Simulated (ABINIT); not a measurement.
The system is AlNi3.

```xyz
4
Lattice="3.5231 0.0000 0.0000 0.0000 3.5231 0.0000 0.0000 0.0000 3.5231" Properties=species:S:1:pos:R:3 pbc="T T T"
Ni    1.7615    1.7615    0.0000
Ni    1.7615    0.0000    1.7615
Ni    0.0000    1.7615    1.7615
Al    0.0000    0.0000    0.0000
```

The cell is a database's computed one.

Base run:

| Quantity | Value |
| --- | --- |
| Program | ABINIT 10.8.3 (patched build) |
| Functional | PBEsol |
| Potentials or basis | JTH PAW PBE v2.0 |
| Cutoff | 1116 eV |
| k mesh | 8 × 8 × 8 |
| Occupations | fermi-dirac, width 0.05 eV |
| Spin | collinear spin, ferromagnetic start |
| Starting moments | [1.0, 1.0, 1.0, 0.0] μB |

Its results: band gap on the k mesh none (metal or under the smearing width); pressure 0.2 GPa; net moment 0.65 μB per cell; site moments Ni +0.24; Al -0.01 μB.

Q: After a change of settings the same cell gave: band gap on the k mesh none (metal or under the smearing width); pressure -0.1 GPa; net moment 0.41 μB per cell; site moments Ni +0.16; Al -0.01 μB. Which change was it?
A. k mesh from 8 × 8 × 8 to 3 × 3 × 3
B. k mesh from 8 × 8 × 8 to 5 × 5 × 5
C. functional from PBEsol to PBE; k mesh from 8 × 8 × 8 to 3 × 3 × 3
D. functional from PBEsol to PBE

A: B.

Caveats: small starting moments can end in a higher magnetic state in this program; the PAW data sets were made with another functional, which shifts forces and pressure a little.

Not every run made on this cell is shown here.
